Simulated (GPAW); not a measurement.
Runs of GPAW 26.7.0 on BN. It takes space group P6_3/mmc (No. 194, hexagonal). Conventional cell: a = 2.498 Å, b = 2.498 Å, c = 6.636 Å, α = 90.00°, β = 90.00°, γ = 120.00°. Around N (site symmetry -6m2) lie 3 B at 1.44 Å. B (site symmetry -6m2) has 3 N at 1.44 Å as nearest neighbours. 

| task | level | potentials or basis | k mesh | cutoff (eV) | band path | band points | data set | gap on the mesh (eV) | pressure (GPa) |
| --- | --- | --- | --- | --- | --- | --- | --- | --- | --- |
| single point | PBE | PAW data sets generated in the run's folder for this functional, pw | 12 × 12 × 4 | 800 | - | - | - | 4.29 | 4.3 |
| band structure | PBEsol | PAW data sets generated in the run's folder for this functional, pw | 10 × 10 × 4 | 800 | GMKGALHA,LM,KH | 60 | - | 4.14 | (b) |
| single point | PBE | GPAW PAW data sets (gpaw-data 1.2.1), pw | 12 × 12 × 4 | 800 | - | - | - | 4.29 | 4.3 |
| single point | PBE | SG15 ONCV 1.2, pw | 12 × 12 × 4 | 1100 | - | - | - | (a) | 3.6 |
| single point | PBE | JTH PAW 2.0, PBE, pw | 12 × 12 × 4 | 800 | - | - | B jth, N jth | 4.28 | 4.4 |

Alike in all rows: no spin polarisation; cell as given; smearing fermi-dirac 0.05 eV.

Question: Estimate the missing entries.

Answer: (a) 4.33; (b) 1.4.

Caveats: this functional lacks dispersion, which binds the layers, so the pressure and a relaxed spacing across them are unreliable; the program truncates these outside data sets (some runs).

A k mesh can miss the band edges.
